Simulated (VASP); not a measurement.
# Co (P6_3/mmc) in VASP: further runs

One crystal, Co, is run at these levels: LDA; tasks: single point.

Everything below comes from runs of VASP 6.6.1. Logs are shortened: lines on timing, memory, paths and dates and some standing lists are left out, and cuts for length are marked.

### Step 1. The undisturbed crystal

It takes space group P6_3/mmc (No. 194, hexagonal). The conventional cell has a = 2.472 Å, b = 2.472 Å, c = 4.021 Å, α = 90.00°, β = 90.00°, γ = 120.00°. Co (site symmetry -6m2) is surrounded by 12 Co at 2.47 Å.

### Step 2. Single point, LDA, collinear spin, ferromagnetic start (grid = ENCUT=460 dk=0.35 cell=2x2x1 ISMEAR=1 SIGMA=0.1 LREAL=Auto EDIFF=1e-06)

INCAR

```
SYSTEM = Co
PREC = Accurate
ENCUT = 460
EDIFF = 1E-6
ISMEAR = 1
SIGMA = 0.1
LREAL = Auto
LASPH = .True.
NELM = 120
ALGO = Fast
ISIF = 2
LWAVE = .False.
LCHARG = .False.
ISPIN = 2
MAGMOM = 2 2 2 2 2 2 2
LORBIT = 11
LMAXMIX = 4
NBANDS = 40
```

KPOINTS

```
regular mesh
0
Gamma
  5 5 5
  0 0 0
```

POSCAR

```
Co
1.0
    4.9439998064      0.0000000000      0.0000000000
   -2.4719999032      4.2816294286      0.0000000000
    0.0000000000      0.0000000000      4.0211440800
Co
7
Direct
    0.3333333334      0.6666666666      0.7500000000
    0.8333333333      0.1666666666      0.7500000000
    0.8333333333      0.6666666666      0.7500000000
    0.1666666666      0.3333333334      0.2500000000
    0.1666666666      0.8333333333      0.2500000000
    0.6666666666      0.3333333334      0.2500000000
    0.6666666666      0.8333333333      0.2500000000
```

Potentials or basis: VASP PAW LDA potentials, release 64 (Co).

On the command line:

```bash
> cat potpaw_LDA.64/Co/POTCAR > POTCAR
> mpirun -np 1 vasp_std > vasp.out
```

OUTCAR:

```text
SYSTEM = Co
   PREC = Accurate
   ENCUT = 460
   EDIFF = 1E-6
   ISMEAR = 1
   LREAL = Auto
   LASPH = .True.
   NELM = 120
   ISIF = 2
   ISPIN = 2
   LORBIT = 11

 Found     15 irreducible k-points:

 Following reciprocal coordinates:
            Coordinates               Weight
  0.000000  0.000000  0.000000      1.000000
  0.200000  0.000000  0.000000      6.000000
  0.400000  0.000000  0.000000      6.000000
  0.200000  0.200000  0.000000      6.000000
  0.400000  0.200000  0.000000      6.000000
  0.000000  0.000000  0.200000      2.000000
   k-points           NKPTS =     15   k-points in BZ     NKDIM =     15   number of bands    NBANDS=     40
   number of dos      NEDOS =    301   number of ions     NIONS =      7
   total plane-waves  NPLWV =  36288
   dimension x,y,z NGX =    36 NGY =   36 NGZ =   28
   dimension x,y,z NGXF=    72 NGYF=   72 NGZF=   56
   ions per type =               7
   NGX,Y,Z   is equivalent  to a cutoff of  12.11, 12.11, 11.58 a.u.
   NGXF,Y,Z  is equivalent  to a cutoff of  24.21, 24.21, 23.15 a.u.
 SYSTEM =  Co
   PREC   = accura    normal or accurate (medium, high low for compatibility)
   ISTART =      0    job   : 0-new  1-cont  2-samecut
   ICHARG =      2    charge: 1-file 2-atom 10-const
   ISPIN  =      2    spin polarized calculation?
   LNONCOLLINEAR =      F non collinear calculations
   LSORBIT =      F    spin-orbit coupling
   LASPH  =      T    aspherical Exc in radial PAW
   ENCUT  =  460.0 eV  33.81 Ry    5.81 a.u.   8.65  8.65  7.03*2*pi/ulx,y,z
   NELM   =    120;   NELMIN=  2; NELMDL= -5     # of ELM steps
   EDIFF  = 0.1E-05   stopping-criterion for ELM
   LREAL  =      T    real-space projection
   EDIFFG = 0.1E-04   stopping-criterion for IOM
   NSW    =      0    number of steps for IOM
   IBRION =     -1    ionic relax: 0-MD 1-quasi-New 2-CG
   NFREE  =      0    steps in history (QN), initial steepest desc. (CG)
   ISIF   =      2    stress and relaxation
   ISYM   =      2    0-nonsym 1-usesym 2-fastsym
   POTIM  = 0.5000    time-step for ionic-motion
   TEBEG  =    0.0;   TEEND  =   0.0 temperature during run
   PSTRESS=    0.0 pullay stress
   NELECT =      63.0000    total number of electrons
   NUPDOWN=      -1.0000    fix difference up-down
   EMIN   =  10.00;   EMAX   =-10.00  energy-range for DOS
   EFERMI =   0.00;   METHOD = LEGACY
   ISMEAR =     1;   SIGMA  =   0.10  broadening in eV -4-tet -1-fermi 0-gaus
   EFERMI_NEDOS =   21; number of points for ismear=-14 and -15
   IALGO  =     68    algorithm
   IMIX   =      4    mixing-type and parameters
     AMIX     =   0.40;   BMIX     =  1.00
     AMIX_MAG =   1.60;   BMIX_MAG =  1.00
  volume/ion in A,a.u.               =      12.16        82.06
  Fermi-wavevector in a.u.,A,eV,Ry     =   1.480844  2.798389 29.836200  2.192899
  Thomas-Fermi vector in A             =   2.594828
   LORBIT       =     11    0 simple, 1 ext, 2 COOP (PROOUT), +10 PAW based schemes
   GGA     = CA    functional components
   LHFCALC =     F    Hartree Fock is set to
   AEXX    =    0.0000 exact exchange contribution
   IVDW    =     0    specifies the selected vdW correction
   LEPSILON=     F    determine dielectric tensor
   LRPA    =     F    only Hartree local field effects (RPA)
 spin polarized calculation
 RMM-DIIS sequential band-by-band and
 Methfessel and Paxton  Order N= 1 SIGMA  =   0.10
  energy-cutoff  :      460.00
  volume of cell :       85.12
 maximum number of plane-waves:      1918
 NGX is ok and might be reduce to    36
   NGX = 17   NGY = 17   NGZ = 15

 number of electron      62.9999936 magnetization      11.3273787

 Free energy of the ion-electron system (eV)
  ---------------------------------------------------
  ext. energy  EPLUGINS =         0.00000000
  ---------------------------------------------------
  free energy    TOTEN  =       -54.19949570 eV

  energy without entropy =      -54.19622632  energy(sigma->0) =      -54.19840591

 E-fermi :   8.3337     XC(G=0): -12.9523

 val. band max:        8.3254702730   @ k =   0.4000   0.2000   0.2000
 cond. band min:       8.3349225764   @ k =   0.2000   0.0000   0.2000
 fundamental gap:      0.0094523034
 Fermi energy:         8.3336710364

 spin component 1

 k-point     1 :       0.0000    0.0000    0.0000
  band No.  band energies     occupation
      1      -0.0099      1.00000
      2       3.4004      1.00000
      3       3.7074      1.00000
      4       3.7074      1.00000
      5       3.9483      1.00000
      6       4.0811      1.00000
[... 32 lines left out ...]
     39      10.1148     -0.00000
     40      10.1148     -0.00000

 k-point     2 :       0.2000    0.0000    0.0000
  band No.  band energies     occupation
      1       0.3319      1.00000
      2       3.5341      1.00000
      3       3.6696      1.00000
      4       3.8418      1.00000
      5       4.0446      1.00000
      6       4.1535      1.00000
[... 32 lines left out ...]
     39       9.9561     -0.00000
     40      10.1112     -0.00000

 k-point     3 :       0.4000    0.0000    0.0000
  band No.  band energies     occupation
      1       1.2628      1.00000
      2       2.7652      1.00000
      3       3.9943      1.00000
      4       4.1403      1.00000
      5       4.2286      1.00000
      6       4.4458      1.00000
[... 32 lines left out ...]
     39       9.9106     -0.00000
     40      11.9292      0.00000

 k-point     4 :       0.2000    0.2000    0.0000
  band No.  band energies     occupation
      1       0.9795      1.00000
      2       3.2998      1.00000
      3       3.7217      1.00000
      4       3.9565      1.00000
      5       4.1916      1.00000
      6       4.3732      1.00000
[... 32 lines left out ...]
     39      11.4396      0.00000
     40      11.4928      0.00000

 k-point     5 :       0.4000    0.2000    0.0000
  band No.  band energies     occupation
      1       1.8957      1.00000
      2       2.4548      1.00000
      3       3.6732      1.00000
      4       4.2332      1.00000
      5       4.2962      1.00000
      6       4.6070      1.00000
[... 32 lines left out ...]
     39      11.8891      0.00000
     40      12.9690      0.00000

 k-point     6 :       0.0000    0.0000    0.2000
  band No.  band energies     occupation
      1       0.3767      1.00000
      2       3.3528      1.00000
      3       3.5868      1.00000
      4       3.6794      1.00000
      5       3.6794      1.00000
      6       4.2099      1.00000
[... 32 lines left out ...]
     39       9.9462     -0.00000
     40       9.9462     -0.00000

 [... further k-points ...]

 spin component 2

 k-point     1 :       0.0000    0.0000    0.0000
  band No.  band energies     occupation
      1       0.1937      1.00000
      2       4.4107      1.00000
      3       4.6830      1.00000
      4       4.6830      1.00000
      5       5.0448      1.00000
      6       5.1631      1.00000
[... 32 lines left out ...]
     39      11.1575      0.00000
     40      11.1575      0.00000

 k-point     2 :       0.2000    0.0000    0.0000
  band No.  band energies     occupation
      1       0.5381      1.00000
      2       4.3126      1.00000
      3       4.6357      1.00000
      4       4.7699      1.00000
      5       5.0903      1.00000
      6       5.2592      1.00000
[... 32 lines left out ...]
     39      10.8525      0.00000
     40      11.0905      0.00000

 k-point     3 :       0.4000    0.0000    0.0000
  band No.  band energies     occupation
      1       1.4890      1.00000
      2       3.0869      1.00000
      3       4.9369      1.00000
      4       5.0466      1.00000
      5       5.3707      1.00000
      6       5.4435      1.00000
[... 32 lines left out ...]
     39      11.1370      0.00000
     40      12.6705      0.00000

 k-point     4 :       0.2000    0.2000    0.0000
  band No.  band energies     occupation
      1       1.1953      1.00000
      2       3.7450      1.00000
      3       4.3192      1.00000
      4       5.0028      1.00000
      5       5.3996      1.00000
      6       5.4088      1.00000
[... 32 lines left out ...]
     39      12.1894      0.00000
     40      12.3600      0.00000

 k-point     5 :       0.4000    0.2000    0.0000
  band No.  band energies     occupation
      1       2.1525      1.00000
      2       2.7200      1.00000
      3       4.0782      1.00000
      4       5.3289      1.00000
      5       5.5192      1.00000
      6       5.7081      1.00000
[... 32 lines left out ...]
     39      12.7776      0.00000
     40      13.6953      0.00000

 k-point     6 :       0.0000    0.0000    0.2000
  band No.  band energies     occupation
      1       0.5850      1.00000
      2       4.2306      1.00000
      3       4.6292      1.00000
      4       4.6607      1.00000
      5       4.6607      1.00000
      6       5.3297      1.00000
[... 32 lines left out ...]
     39      10.8027      0.00000
     40      10.8027      0.00000

 [... further k-points ...]

------------------------ aborting loop because EDIFF is reached ----------------------------------------

  FORCE on cell =-STRESS in cart. coord.  units (eV):
  Direction    XX          YY          ZZ          XY          YZ          ZX
  --------------------------------------------------------------------------------------
  -------------------------------------------------------------------------------------
  Total       -9.6524793     -9.6524793    -11.7172582     -0.0000000      0.0000000      0.0000000
  in kB     -181.6821691   -181.6821691   -220.5461223     -0.0000000      0.0000000      0.0000000
  external PRESSURE =    -194.6368201 kB  Pullay stress =       0.0000000 kB

 VOLUME and BASIS-vectors are now :
 -----------------------------------------------------------------------------
  energy-cutoff  :      460.00
  volume of cell :       85.12
      direct lattice vectors                 reciprocal lattice vectors
     4.943999806  0.000000000  0.000000000     0.202265380  0.116777972  0.000000000
    -2.471999903  4.281629429  0.000000000     0.000000000  0.233555943  0.000000000
     0.000000000  0.000000000  4.021144080     0.000000000  0.000000000  0.248685444

 POSITION                                       TOTAL-FORCE (eV/Angst)
 -----------------------------------------------------------------------------------
      0.00000      2.85442      3.01586        -0.246011     -0.142034      0.000000
      3.70800      0.71360      3.01586         0.000000      0.284069      0.000000
      2.47200      2.85442      3.01586         0.246011     -0.142034     -0.000000
     -0.00000      1.42721      1.00529         0.314033     -0.181307     -0.000000
     -1.23600      3.56802      1.00529         0.000000      0.362614     -0.000000
      2.47200      1.42721      1.00529        -0.314033     -0.181307      0.000000
      1.23600      3.56802      1.00529         0.000000      0.000000     -0.000000
 -----------------------------------------------------------------------------------
    total drift:                               -0.000000      0.000000     -0.000000

  FREE ENERGIE OF THE ION-ELECTRON SYSTEM (eV)
  ---------------------------------------------------
  free  energy   TOTEN  =       -54.1994956973 eV

  energy  without entropy=      -54.1962263214  energy(sigma->0) =      -54.19840591

 total charge

# of ion       s       p       d       tot
------------------------------------------
    1        0.486   0.459   7.253   8.198
    2        0.486   0.459   7.253   8.198
    3        0.486   0.459   7.253   8.198
    4        0.487   0.453   7.262   8.202
    5        0.487   0.453   7.262   8.202
    6        0.487   0.453   7.262   8.202
    7        0.509   0.542   7.296   8.347
--------------------------------------------------
tot          3.427   3.279  50.841  57.546

 magnetization (x)

# of ion       s       p       d       tot
------------------------------------------
    1       -0.010  -0.030   1.733   1.692
    2       -0.010  -0.030   1.733   1.692
    3       -0.010  -0.030   1.733   1.692
    4       -0.011  -0.026   1.664   1.627
    5       -0.011  -0.026   1.664   1.627
    6       -0.011  -0.026   1.664   1.627
    7       -0.012  -0.047   1.450   1.391
--------------------------------------------------
tot         -0.077  -0.214  11.640  11.349
```

It took 68 s on 1 thread of Intel Xeon 6975P-C (Granite Rapids), shared host; peak memory 0.2 GiB.

These settings aren't checked as converged: the numbers below hold their error.

What came out:

| Property | Result |
| --- | --- |
| Free energy | -54.1995 eV |
| Pressure | -19.5 GPa |
| Largest force | 0.363 eV/Å |
| Band gap on the k mesh | none (metal or under the smearing width) |
| Net moment | 11.33 μB per cell |
| Site moments | Co +1.69, +1.63, +1.39 μB |
| Valence electrons inside the program's atomic spheres | Co 8.20, 8.35 |

### Step 3. Single point, LDA, collinear spin, ferromagnetic start (grid = ENCUT=520 dk=0.35 cell=2x2x1 ISMEAR=1 SIGMA=0.1 LREAL=Auto EDIFF=1e-06)

Edit INCAR of step 2 so:

```diff
@@ -2,3 +2,3 @@
 PREC = Accurate
-ENCUT = 460
+ENCUT = 520
 EDIFF = 1E-6
```

KPOINTS is that of step 2.

POSCAR is that of step 2.

Potentials or basis: VASP PAW LDA potentials, release 64 (Co).

On the command line:

```bash
> cat potpaw_LDA.64/Co/POTCAR > POTCAR
> mpirun -np 1 vasp_std > vasp.out
```

Wall time 90 s (1 thread of Intel Xeon 6975P-C (Granite Rapids), shared host); peak memory 0.23 GiB.

The run converged, but some of its settings lie outside the range that counts as converged, so its numbers aren't taken as properties of the crystal.

Results:

| Quantity | Value |
| --- | --- |
| Free energy | -54.1987 eV |
| Pressure | -19.4 GPa |
| Largest force | 0.363 eV/Å |
| Band gap on the k mesh | none (metal or under the smearing width) |
| Net moment | 11.33 μB per cell |
| Site moments | Co +1.69, +1.63, +1.39 μB |
| Valence electrons inside the program's atomic spheres | Co 8.20, 8.35 |

### Step 4. The reference run

An earlier run on the cell as given: functional PBE; potentials or basis VASP PAW PBE potentials, release 64 (Co); cutoff 520 eV; k mesh 12 × 12 × 7; occupations fermi-dirac, width 0.05 eV; collinear spin, ferromagnetic start; starting moments [2.0, 2.0] μB.

- Pressure: 3.9 GPa
- Band gap on the k mesh: none (metal or under the smearing width)
- Net moment: 3.19 μB per cell
- Site moments: Co +1.61 μB
- Valence electrons inside the program's atomic spheres: Co 8.31
